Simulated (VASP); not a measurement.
# AlP (F-43m) in VASP: notebook, part 2 of 2

VASP 6.6.1.

### Step 5. Single point, PBEsol

This run uses another cell than the first one, of 20.85 Å³/atom, 1.096 times its volume.

INCAR reads:

```
SYSTEM = AlP
PREC = Accurate
ENCUT = 500
EDIFF = 1E-6
ISMEAR = -1
SIGMA = 0.01
LREAL = .False.
LASPH = .True.
NELM = 120
ALGO = Normal
ISIF = 2
LWAVE = .False.
LCHARG = .True.
GGA = PS
LELF = .True.
LVHAR = .True.
NBANDS = 11
GGA_COMPAT = .False.
```

KPOINTS reads:

```
Automatic mesh
0
Gamma
  6 6 6
  0 0 0
```

POSCAR reads:

```
AlP
1.0
    0.0000000000      2.7524869036      2.7524869036
    2.7524869036      0.0000000000      2.7524869036
    2.7524869036      2.7524869036      0.0000000000
Al P
1 1
Direct
    0.0000000000      0.0000000000      0.0000000000
    0.2500000000      0.2500000000      0.2500000000
```

Potentials or basis: VASP PAW PBE potentials, release 64 (Al, P).

Run with:

```
> cat potpaw_PBE.64/Al/POTCAR potpaw_PBE.64/P/POTCAR > POTCAR
> mpirun -np 1 vasp_std > vasp.out
```

OUTCAR:

```text
SYSTEM = AlP
   PREC = Accurate
   ENCUT = 500
   EDIFF = 1E-6
   ISMEAR = -1
   LREAL = .False.
   LASPH = .True.
   NELM = 120
   ISIF = 2
   GGA = PS

 ion  position               nearest neighbor table
   1  0.000  0.000  0.000-   2 2.38   2 2.38   2 2.38   2 2.38
   2  0.250  0.250  0.250-   1 2.38   1 2.38   1 2.38   1 2.38

  LATTYP: Found a face centered cubic cell.
 ALAT       =     5.5049738072

  Lattice vectors:

 A1 = (   0.0000000000,   2.7524869036,   2.7524869036)
 A2 = (   2.7524869036,   0.0000000000,   2.7524869036)
 A3 = (   2.7524869036,   2.7524869036,   0.0000000000)

Analysis of symmetry for initial positions (statically):
=====================================================================
 Subroutine PRICEL returns:
 Original cell was already a primitive cell.

 Routine SETGRP: Setting up the symmetry group for a
 face centered cubic supercell.

 Subroutine GETGRP returns: Found 24 space group operations
 (whereof 24 operations were pure point group operations)
 out of a pool of 48 trial point group operations.

The static configuration has the point symmetry T_d .
[... 159 lines left out ...]
  band No.  band energies     occupation
      1      -7.0710      2.00000
      2       4.3171      2.00000
      3       4.3171      2.00000
      4       4.3171      2.00000
      5       7.3133      0.00000
      6       8.7915      0.00000
      7       8.7915      0.00000
      8       8.7915      0.00000
      9      13.0876      0.00000
     10      13.0876      0.00000
     11      14.2376      0.00000
[... 197 lines left out ...]
 k-point    16 :      -0.3333    0.5000    0.1667
  band No.  band energies     occupation
      1      -4.7521      2.00000
      2      -0.6811      2.00000
      3       1.4430      2.00000
      4       1.6786      2.00000
      5       7.5268      0.00000
      6       8.5158      0.00000
      7      11.7912      0.00000
      8      12.1577      0.00000
      9      15.2878      0.00000
     10      16.1384      0.00000
     11      17.2972      0.00000

------------------------ aborting loop because EDIFF is reached ----------------------------------------

  FORCE on cell =-STRESS in cart. coord.  units (eV):
  Direction    XX          YY          ZZ          XY          YZ          ZX
  --------------------------------------------------------------------------------------
  -------------------------------------------------------------------------------------
  Total       -0.3934188     -0.3934188     -0.3934188      0.0000000     -0.0000000      0.0000000
  in kB      -15.1133194    -15.1133194    -15.1133194      0.0000000     -0.0000000      0.0000000
  external PRESSURE =     -15.1133194 kB  Pullay stress =       0.0000000 kB

 VOLUME and BASIS-vectors are now :
 -----------------------------------------------------------------------------
  energy-cutoff  :      500.00
  volume of cell :       41.71
      direct lattice vectors                 reciprocal lattice vectors
     0.000000000  2.752486904  2.752486904    -0.181653907  0.181653907  0.181653907
     2.752486904  0.000000000  2.752486904     0.181653907 -0.181653907  0.181653907
     2.752486904  2.752486904  0.000000000     0.181653907  0.181653907 -0.181653907

 POSITION                                       TOTAL-FORCE (eV/Angst)
 -----------------------------------------------------------------------------------
      0.00000      0.00000      0.00000         0.000000      0.000000     -0.000000
      1.37624      1.37624      1.37624        -0.000000     -0.000000      0.000000
 -----------------------------------------------------------------------------------
    total drift:                                0.000000      0.000000      0.000000

  FREE ENERGIE OF THE ION-ELECTRON SYSTEM (eV)
  ---------------------------------------------------
  free  energy   TOTEN  =       -10.9834070132 eV

  energy  without entropy=      -10.9834070132  energy(sigma->0) =      -10.98340701
```

stdout:

```text
POSCAR found type information on POSCAR AlP
 POSCAR found :  2 types and       2 ions
 scaLAPACK will be used
 -----------------------------------------------------------------------------
|                                                                             |
|                                                                             |
|     You enforced a specific xc type in the INCAR file but a different       |
|     I HOPE YOU KNOW WHAT YOU ARE DOING!                                     |
|                                                                             |
 -----------------------------------------------------------------------------

 LDA part: xc-table for (Slater+PW92), standard interpolation
 POSCAR, INCAR and KPOINTS ok, starting setup
 FFT: planning ... GRIDC
 FFT: planning ... GRID_SOFT
 FFT: planning ... GRID
 WAVECAR not read
 entering main loop
```

Wall time 14 s (1 thread of Intel Xeon 8259CL, shared host); peak memory 0.15 GiB.

What came out:

- Free energy: -10.9834 eV
- Pressure: -1.5 GPa
- Band gap on the k mesh: 1.48 eV, indirect (least direct gap 3.00 eV)

Caveat: the PAW data sets were made with another functional, which shifts forces and pressure a little.

### Step 6. Single point, PBEsol

This run uses another cell than the first one, of 21.46 Å³/atom, 1.128 times its volume.

INCAR reads:

```
PREC     = Accurate       # precision mode
ENCUT    = 500            # plane-wave cutoff, eV
EDIFF    = 1E-6           # SCF threshold, eV
ISMEAR   = -1             # smearing method
SIGMA    = 0.01           # smearing width, eV
LREAL    = F              # projectors in reciprocal space
LASPH    = T              # aspherical terms in the spheres
NELM     = 120            # most SCF steps
ALGO     = Normal         # electronic algorithm
ISIF     = 2              # what is computed and relaxed
LWAVE    = F              # write WAVECAR
LCHARG   = T              # write CHGCAR
GGA      = PS             # functional
LELF     = T              # ELF
LVHAR    = T            
NBANDS   = 11             # bands
GGA_COMPAT= F
```

KPOINTS reads:

```
Automatic mesh
0
Gamma
  6 6 6
```

POSCAR reads:

```
AlP
1.0
    0.0000000000      2.7789547475      2.7789547475
    2.7789547475      0.0000000000      2.7789547475
    2.7789547475      2.7789547475      0.0000000000
Al P
1 1
Direct
    0.0000000000      0.0000000000      0.0000000000
    0.2500000000      0.2500000000      0.2500000000
```

Potentials or basis: VASP PAW PBE potentials, release 64 (Al, P).

Run with:

```
> cat potpaw_PBE.64/Al/POTCAR potpaw_PBE.64/P/POTCAR > POTCAR
> mpirun -np 1 vasp_std > vasp.out
```

OUTCAR:

```text
PREC = Accurate
   ENCUT = 500
   EDIFF = 1E-6
   ISMEAR = -1
   LREAL = F
   LASPH = T
   NELM = 120
   ISIF = 2
   GGA = PS

 ion  position               nearest neighbor table
   1  0.000  0.000  0.000-   2 2.41   2 2.41   2 2.41   2 2.41
   2  0.250  0.250  0.250-   1 2.41   1 2.41   1 2.41   1 2.41

  LATTYP: Found a face centered cubic cell.
 ALAT       =     5.5579094950

  Lattice vectors:

 A1 = (   0.0000000000,   2.7789547475,   2.7789547475)
 A2 = (   2.7789547475,   0.0000000000,   2.7789547475)
 A3 = (   2.7789547475,   2.7789547475,   0.0000000000)

Analysis of symmetry for initial positions (statically):
=====================================================================
 Subroutine PRICEL returns:
 Original cell was already a primitive cell.

 Routine SETGRP: Setting up the symmetry group for a
 face centered cubic supercell.

 Subroutine GETGRP returns: Found 24 space group operations
 (whereof 24 operations were pure point group operations)
 out of a pool of 48 trial point group operations.

The static configuration has the point symmetry T_d .
[... 160 lines left out ...]
  band No.  band energies     occupation
      1      -7.1658      2.00000
      2       4.0633      2.00000
      3       4.0633      2.00000
      4       4.0633      2.00000
      5       6.8224      0.00000
      6       8.4971      0.00000
      7       8.4971      0.00000
      8       8.4971      0.00000
      9      12.7990      0.00000
     10      12.7990      0.00000
     11      13.7880      0.00000
[... 197 lines left out ...]
 k-point    16 :      -0.3333    0.5000    0.1667
  band No.  band energies     occupation
      1      -4.9474      2.00000
      2      -0.8552      2.00000
      3       1.2803      2.00000
      4       1.5101      2.00000
      5       7.2795      0.00000
      6       8.2170      0.00000
      7      11.4198      0.00000
      8      11.7808      0.00000
      9      14.8108      0.00000
     10      15.7259      0.00000
     11      16.8242      0.00000

------------------------ aborting loop because EDIFF is reached ----------------------------------------

  FORCE on cell =-STRESS in cart. coord.  units (eV):
  Direction    XX          YY          ZZ          XY          YZ          ZX
  --------------------------------------------------------------------------------------
  -------------------------------------------------------------------------------------
  Total       -0.9888952     -0.9888952     -0.9888952      0.0000000      0.0000000     -0.0000000
  in kB      -36.9136012    -36.9136012    -36.9136012      0.0000000      0.0000000     -0.0000000
  external PRESSURE =     -36.9136012 kB  Pullay stress =       0.0000000 kB

 VOLUME and BASIS-vectors are now :
 -----------------------------------------------------------------------------
  energy-cutoff  :      500.00
  volume of cell :       42.92
      direct lattice vectors                 reciprocal lattice vectors
     0.000000000  2.778954747  2.778954747    -0.179923765  0.179923765  0.179923765
     2.778954747  0.000000000  2.778954747     0.179923765 -0.179923765  0.179923765
     2.778954747  2.778954747  0.000000000     0.179923765  0.179923765 -0.179923765

 POSITION                                       TOTAL-FORCE (eV/Angst)
 -----------------------------------------------------------------------------------
      0.00000      0.00000      0.00000        -0.000000     -0.000000     -0.000000
      1.38948      1.38948      1.38948         0.000000      0.000000      0.000000
 -----------------------------------------------------------------------------------
    total drift:                                0.000000      0.000000      0.000000

  FREE ENERGIE OF THE ION-ELECTRON SYSTEM (eV)
  ---------------------------------------------------
  free  energy   TOTEN  =       -10.9636167074 eV

  energy  without entropy=      -10.9636167074  energy(sigma->0) =      -10.96361671
```

OSZICAR:

```text
N       E                     dE             d eps       ncg     rms          rms(c)
DAV:   1     0.114365810916E+02    0.11437E+02   -0.30412E+03   352   0.532E+02
DAV:   2    -0.103136935144E+02   -0.21750E+02   -0.21052E+02   467   0.862E+01
DAV:   3    -0.113063876718E+02   -0.99269E+00   -0.99053E+00   435   0.177E+01
DAV:   4    -0.113157591405E+02   -0.93715E-02   -0.93708E-02   441   0.217E+00
DAV:   5    -0.113158938876E+02   -0.13475E-03   -0.13474E-03   448   0.240E-01    0.416E+00
DAV:   6    -0.110144599719E+02    0.30143E+00   -0.59523E-01   391   0.278E+00    0.254E+00
DAV:   7    -0.109662379062E+02    0.48222E-01   -0.19260E-01   418   0.173E+00    0.123E+00
DAV:   8    -0.109636525856E+02    0.25853E-02   -0.13553E-02   397   0.546E-01    0.185E-01
DAV:   9    -0.109635474661E+02    0.10512E-03   -0.83657E-04   412   0.150E-01    0.787E-02
DAV:  10    -0.109636115213E+02   -0.64055E-04   -0.89905E-05   396   0.487E-02    0.113E-02
DAV:  11    -0.109636162609E+02   -0.47395E-05   -0.83981E-06   459   0.153E-02    0.586E-03
DAV:  12    -0.109636167074E+02   -0.44659E-06   -0.78434E-07   329   0.480E-03
   1 F= -.10963617E+02 E0= -.10963617E+02  d E =-.424130E-12
```

stdout:

```text
POSCAR found type information on POSCAR AlP
 POSCAR found :  2 types and       2 ions
 scaLAPACK will be used
 -----------------------------------------------------------------------------
|                                                                             |
|                                                                             |
|     You enforced a specific xc type in the INCAR file but a different       |
|     I HOPE YOU KNOW WHAT YOU ARE DOING!                                     |
|                                                                             |
 -----------------------------------------------------------------------------

 LDA part: xc-table for (Slater+PW92), standard interpolation
 POSCAR, INCAR and KPOINTS ok, starting setup
 FFT: planning ... GRIDC
 FFT: planning ... GRID_SOFT
 FFT: planning ... GRID
 WAVECAR not read
 entering main loop
```

Run time: 15 s. Hardware: 1 thread of Intel Xeon 8259CL, shared host; peak memory 0.16 GiB.

Results:

```
Free energy            : -10.9636 eV
Pressure               : -3.7 GPa
Band gap on the k mesh : 1.53 eV, indirect (least direct gap 2.76 eV)
```

Levels at points of the mesh, in eV from the valence-band top:
```
           k point  band 1  band 2  band 3  band 4  band 5  band 6  band 7  band 8
(0.00, 0.00, 0.00)  -11.23    0.00    0.00    0.00    2.76    4.43    4.43    4.43
(0.50, 0.00, 0.00)   -9.66   -5.35   -0.74   -0.74    2.53    4.73    4.73    7.93
(0.50, 0.50, 0.00)   -9.04   -5.17   -2.02   -2.02    1.53    2.38   10.54   10.54
```

Caveat: the PAW data sets were made with another functional, which shifts forces and pressure a little. A k mesh can miss the band edges.

### Step 7. The runs side by side

| cell | gap on the mesh (eV) | pressure (GPa) |
| --- | --- | --- |
| a = 3.776 Å, angles 60.0°, 2 atoms | 1.29 | 7.4 |
| a = 3.816 Å, angles 60.0°, 2 atoms | 1.36 | 4.0 |
| a = 3.854 Å, angles 60.0°, 2 atoms | 1.42 | 1.0 |
| a = 3.893 Å, angles 60.0°, 2 atoms | 1.48 | -1.5 |
| a = 3.930 Å, angles 60.0°, 2 atoms | 1.53 | -3.7 |

Alike in all rows: task single point; level PBEsol; potentials or basis VASP PAW PBE potentials, release 64 (Al, P); no spin polarisation; k mesh 6 × 6 × 6; cutoff (eV) 500; smearing fermi-dirac 0.01 eV.

Caveats: the PAW data sets were made with another functional, which shifts forces and pressure a little.

Absolute energies hang on the potentials; compare differences alone.

### Step 8. Comparison with measurements

Step 4. Measured gap of AlP: 2.505 eV (indirect; 4.2 K; a printed reference work, data compilation). This calculation gives 1.42 eV (-1.08 eV). The value is that of PBEsol on a finite k mesh, which can miss the band edges, without temperature or zero-point motion. Semilocal functionals fall short of measured gaps as a rule.

Step 5. A measured gap of AlP is 2.505 eV (indirect; 4.2 K; a printed reference work, data compilation); the calculated 1.48 eV misses it by -1.02 eV. The value is that of PBEsol on a finite k mesh, which can miss the band edges, without temperature or zero-point motion. Semilocal functionals fall short of measured gaps as a rule.
